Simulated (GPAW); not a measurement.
## TiSi2 in GPAW: convergence with bands over the usual count

Input of the first run (bands over the usual count 0.72); the others differ in this setting and in those tied to it:

run.py

```python
from ase.dft.bandgap import bandgap
from ase.io import read, write
from ase.units import GPa
from gpaw import GPAW, PW

atoms = read('TiSi2.xyz')

calc = GPAW(mode=PW(600),
            xc='PBE',
            kpts={'size': (5, 5, 8), 'gamma': True},
            occupations={'name': 'fermi-dirac', 'width': 0.05},
            nbands=16,
            convergence={'density': 1e-05, 'energy': 1e-05},
            maxiter=100,
            txt='gpaw.txt')
atoms.calc = calc
energy = atoms.get_potential_energy()
forces = atoms.get_forces()
stress = atoms.get_stress()
calc.write('gs.gpw')
write('result.traj', atoms)
print(f'Energy: {energy:.6f} eV')
print('Forces (eV/A):')
print(forces.round(4))
print('Stress (GPa):', (stress / GPa).round(3))
print('Fermi level:', round(calc.get_fermi_level(), 4), 'eV')
print(f'Gap: {bandgap(calc)[0]:.4f} eV, direct: {bandgap(calc, direct=True)[0]:.4f} eV')
```

Contents of TiSi2.xyz:

```xyz
3
Lattice="4.3746402718 0.0000000000 0.0000000000 -2.1873201359 3.7885496078 0.0000000000 0.0000000000 0.0000000000 2.5610100000" Properties=species:S:1:pos:R:3 pbc="T T T"
Ti     0.0000000000      0.0000000000      0.0000000000
Si    -0.0000000002      2.5256997387      1.2805050000
Si     2.1873201361      1.2628498691      1.2805050000
```

Potentials or basis: GPAW PAW data sets (gpaw-data 1.2.1), pw.

Launch:

```bash
$ OMP_NUM_THREADS=1 python run.py
```

The cell was built by a generator and needn't be a form met in nature.

Hardware: 1 thread of Arm Neoverse V2, on a shared host.

```tsv
bands over the usual count	energy less the tightest run, at zero smearing (meV/atom)	SCF cycles	CPU time (s)	peak memory (GiB)
0.72	0.00	11	9.4	0.15
0.8	0.00	10	9	0.15
0.9	0.00	10	10	0.15
1	0.00	11	12	0.15
1.3	0.00	10	14	0.16
1.7	0.00	11	20	0.16
2.5	0.00	12	31	0.17
```

Against the tightest run, the energy stays within 1 meV/atom from 0.72 on. The tightest run that finished is the yardstick and may itself not be fully converged.
